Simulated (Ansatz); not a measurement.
# SrTiO₃: random displacements

Theory: Ansatz, DFT PBE, scalar-relativistic, plane waves, PAW. Cutoff 420 eV, Γ-centred 8×8×8 k-points, Gaussian smearing of 0.05 eV. No spin polarisation. Energies are free energies at this smearing, counted from the undisturbed cell; pressure is positive in compression.

The undisturbed cell (relaxed at this level; it needn't be the usual structure):

```
Sr Ti O
1.0
     3.93640    0.00000    0.00000
     0.00000    3.93640    0.00000
     0.00000    0.00000    3.93640
Sr Ti O
1 1 3
Direct
  0.00000 0.00000 0.00000
  0.50000 0.50000 0.50000
  0.00000 0.50000 0.50000
  0.50000 0.00000 0.50000
  0.50000 0.50000 0.00000
```

The atoms are displaced (Å, in the unstrained cell):

| atom | ux | uy | uz |
| --- | --- | --- | --- |
| Sr1 | -0.028 | 0.035 | 0.053 |
| Ti2 | -0.194 | 0.150 | 0.040 |
| O3 | -0.029 | -0.188 | 0.059 |
| O4 | 0.100 | 0.067 | -0.194 |
| O5 | 0.151 | -0.064 | 0.042 |

The cell is not strained.

(1) What are the energy change, the stress and the forces?

## Answers

(1) ΔE = 123.1 meV/atom; stress (xx, yy, zz, yz, xz, xy; compression positive) (1.95, -0.51, -0.27, 0.78, -0.64, -2.21) GPa; gap on the mesh 2.20 eV.
| atom | Fx (eV/Å) | Fy | Fz |
| --- | --- | --- | --- |
| Sr1 | -0.48 | 0.38 | -0.07 |
| Ti2 | 1.49 | -0.87 | -0.14 |
| O3 | 1.25 | 1.40 | 0.11 |
| O4 | -1.15 | -1.90 | 1.17 |
| O5 | -1.11 | 0.98 | -1.07 |

Symmetry holds off the tilts and polar distortions that many cubic perovskites undergo.

Cost: 1 run of about 0.3 core-minutes, on Intel Xeon 6975P-C (Granite Rapids) (shared hosts).